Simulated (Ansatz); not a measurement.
# CdO under strain

Level of theory: DFT r2SCAN, scalar-relativistic, plane waves, PAW in Ansatz 0.2.0. (500 eV cutoff, 16×16×12 k-mesh, Gaussian smearing of 0.10 eV, no spin polarisation)

Reference structure (relaxed):

```
CELL_PARAMETERS angstrom
2.35302 2.35302 0.00000
-2.35302 2.35302 0.00000
0.00000 0.00000 4.70604
ATOMIC_POSITIONS crystal
Cd 0.00000 0.00000 0.00000
Cd 0.50000 0.50000 0.50000
O 0.50000 0.50000 0.00000
O 0.00000 0.00000 0.50000
```

Deformation: all cell vectors scaled alike, the atoms relaxed, all within the symmetry that the strain leaves. Energies are extrapolated to zero smearing. Stress is positive in compression, on the Cartesian axes of the cell above. Gaps are generalised Kohn–Sham gaps, read on the k-mesh where the zone wasn't searched.

Strains computed: -6.0, -4.0, -2.0, +2.0, +4.0 %.

(1) At which strain does the energy stand 246.3 meV/atom over the relaxed crystal with σxx = 42.67, σyy = 42.67, σzz = 42.67 GPa?

Results:

(1) -6.0 %.

Cost: 6 runs of about 10 core-minutes in all, on Arm Neoverse N1 (shared hosts).